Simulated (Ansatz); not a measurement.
Ansatz input file:

```yaml
crystal:
  lattice:
    - [-2.9545118615, 2.9545118615, 2.7308451955]
    - [2.9545118615, -2.9545118615, 2.7308451955]
    - [2.9545118615, 2.9545118615, -2.7308451955]
  atoms:
    - { symbol: Rb, position: [0.0, 0.0, 0.0] }
basis:
  ecutwfc: 420
kpoints:
  mp_grid: { grid: [4, 4, 4] }
hamiltonian:
  xc: pbe
scf:
  occupations: { method: gaussian, width: 0.1 }
output:
  forces: true
  stress: true
  eigenvalues: true
```

It can be run as
```bash
ansatz run input.yaml --threads 1 --pin off --backend cpu --events-out ev --progress --plain --runs-dir out  # memory cap (--max-ram) not shown
```

All numbers below come from DFT PBE, scalar-relativistic, plane waves, PAW in Ansatz 0.2.0.

From the run's log, abridged (iterations and final results):

```
SCF iter   1: F=—  HF=-3267.300893 eV  |F-HF|=—  |Δ(HF+E_count)|=         —  Δρ=2.35e-4  dr2=6.63e-5  ethr=1.77e-3  ⟨swp⟩=7.4  Hψ=976  notcnv=0
SCF iter   2: F=—  HF=-3267.301295 eV  |F-HF|=—  |Δ(HF+E_count)|=   4.02e-4  Δρ=1.30e-4  dr2=1.88e-5  ethr=7.37e-7  ⟨swp⟩=3.2  Hψ=324  notcnv=0
SCF iter   3: F=—  HF=-3267.301311 eV  |F-HF|=—  |Δ(HF+E_count)|=   1.63e-5  Δρ=3.56e-5  dr2=1.49e-6  ethr=2.09e-7  ⟨swp⟩=2.8  Hψ=173  notcnv=0
SCF iter   4: F=—  HF=-3267.301311 eV  |F-HF|=—  |Δ(HF+E_count)|=   4.16e-7  Δρ=1.37e-5  dr2=1.25e-7  ethr=1.65e-8  ⟨swp⟩=2.5  Hψ=163  notcnv=0
SCF iter   5: F=-3267.301311 eV  HF=-3267.301311 eV  |F-HF|=8.04e-9  |Δ(HF+E_count)|=   2.50e-8  Δρ=5.95e-6  dr2=2.49e-8  ethr=1.38e-9  ⟨swp⟩=1.5  Hψ=124  notcnv=0
SCF iter   6: F=-3267.301311 eV  HF=-3267.301311 eV  |F-HF|=4.55e-13  |Δ(HF+E_count)|=   3.99e-9  Δρ=2.51e-7  dr2=4.27e-11  ethr=2.77e-10  ⟨swp⟩=4.2  Hψ=553  notcnv=0
SCF 1 converged in 6 iterations: F = -3267.301311 eV  dr2 = 4.27e-11
SCF converged after 6 iterations
Free energy (F): -3267.301311 eV
Harris-Foulkes:  -3267.301311 eV  (|F-HF|=4.55e-13)
Internal energy: -3267.286468 eV  (E = F + TS)
E sigma→0 (E₀):  -3267.293889 eV
Entropy (-TS):   -0.014843 eV (-14.843 meV/atom)
Fermi energy:    1.738677 eV
--- Per-component energies (eV) ---
  E_band       = -120.777326
  E_kinetic    = 190.749206
  E_local      = -718.376499  (includes V_loc(G=0)·N_el)
  E_nonlocal   = 173.520632
  E_hartree    = 202.687025
  E_xc         = -129.196849
  E_vxc        = -135.079189  (∫ρ·V_xc dr)
  E_paw        = -2618.010067  (= ΣΔE_a)
  E_vpaw       = -36.965459  (= ΣTr[D̂ρ^β])
  E_aug_tail   = -0.000001  (compensation charges beyond the density's cutoff)
  E_ewald      = -368.659915
  E_smearing   = -0.014843  (= −TS)
--- Forces (eV/Å), atoms counted from 1 ---
  atom   1  Rb     0.00000000     0.00000000     0.00000000
--- Stress (GPa, compression-positive) ---
        0.022415       0.000000       0.000000
        0.000000       0.022415       0.000000
        0.000000       0.000000      -0.184976
  P = ⅓ Tr σ = -0.0467 GPa (-0.467 kbar)
--- Band table (eV; the first three rows and the last of 13) ---
  k-point 0: bands = ["-27.1746", "-11.2214", "-11.2214", "-11.2210", "-0.1584", "5.1369", "5.5391", "5.5391", "6.0112"]
  k-point 1: bands = ["-27.1731", "-11.2624", "-11.2328", "-11.2200", "0.4877", "4.0500", "4.9897", "5.8383", "6.1757"]
  k-point 2: bands = ["-27.1715", "-11.3026", "-11.2445", "-11.2186", "1.9008", "2.3894", "4.6185", "5.7414", "6.6907"]
  k-point 12: bands = ["-27.1688", "-11.2832", "-11.2832", "-11.2706", "2.9409", "3.1241", "4.6387", "4.6387", "5.4038"]
```

The calculation finished and met its thresholds.

The k mesh is coarse.